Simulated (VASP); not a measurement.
Here is a VASP 6.6.1 calculation.

INCAR

```
PREC     = Accurate       # precision mode
ENCUT    = 520            # plane-wave cutoff, eV
EDIFF    = 1E-7           # SCF threshold, eV
ISMEAR   = -1             # smearing method
SIGMA    = 0.02           # smearing width, eV
LREAL    = Auto         
LASPH    = True           # aspherical terms in the spheres
NELM     = 60             # most SCF steps
ALGO     = Normal         # electronic algorithm
ISIF     = 2              # what is computed and relaxed
LWAVE    = False          # write WAVECAR
LCHARG   = True           # write CHGCAR
GGA      = PE             # functional
LELF     = True           # ELF
LVHAR    = True         
NBANDS   = 61             # bands
```

File KPOINTS:

```
regular mesh
0
Gamma
  1 1 1
```

Contents of POSCAR:

```
H18CO10
1.0
    7.3304170000      0.0000000000      0.0000000000
    0.0000000000      7.3304170000      0.0000000000
    0.0000000000      0.0000000000      7.3304170000
O H C
10 18 1
Direct
    0.6624452606      0.5824361697      0.9181196650
    0.9781162518      0.8253691434      0.9840231463
    0.8063252063      0.9467128541      0.3642630426
    0.7638719598      0.3358881221      0.1709725381
    0.7983584017      0.3364747190      0.6502222179
    0.2009708315      0.8534166610      0.4681725473
    0.3999772455      0.8289296503      0.9009310112
    0.5370908640      0.0129596993      0.6234706702
    0.3738395783      0.1018495946      0.1507008401
    0.0912226412      0.1791985367      0.0262195179
    0.5480861457      0.6463070246      0.9273824395
    0.6761689001      0.5006400045      1.0211833788
    0.9667117164      0.9402330045      0.9124719644
    0.8608514359      0.7551412150      0.9506826146
    0.9176285606      0.9395509150      0.4245461070
    0.8432262448      0.9018859364      0.2429193319
    0.8777126867      0.3219189304      0.1056283701
    0.7378979941      0.2107792776      0.2050088010
    0.7475154551      0.4509566100      0.7035206865
    0.8235275019      0.3774955777      0.5336531332
    0.2363712733      0.7314454280      0.4247098085
    0.3214141842      0.9018177274      0.5050599441
    0.4348456575      0.9079156070      0.7978809391
    0.2785516840      0.7909099851      0.8967839074
    0.5910714220      0.1370181260      0.6237980732
    0.6202648499     -0.0390427993      0.5273369851
    0.3673051615     -0.0115000279      0.0646347950
    0.2236162008      0.3031614709      0.2474347639
    0.2164133364      0.1899209827      0.1422565729
```

Potentials or basis: VASP PAW PBE potentials, release 64 (O, H, C).

Launch:

```console
$ cat potpaw_PBE.64/O/POTCAR potpaw_PBE.64/H/POTCAR potpaw_PBE.64/C/POTCAR > POTCAR
$ mpirun -np 1 vasp_gam > vasp.out
```

Problem. Estimate the pressure.

Solution. 0.1 GPa.

Problem. What does it give for the band gap on the k mesh?

Solution. 4.83 eV, direct.

Problem. Predict the largest force.

Solution. 3.144 eV/Å.

Stress tensor (GPa, compression positive):
```
 0.14 -0.39 -0.29
-0.39 -0.34 -0.76
-0.29 -0.76  0.48
```

Caveat: the standard files for N, O and F lose accuracy on very short bonds.
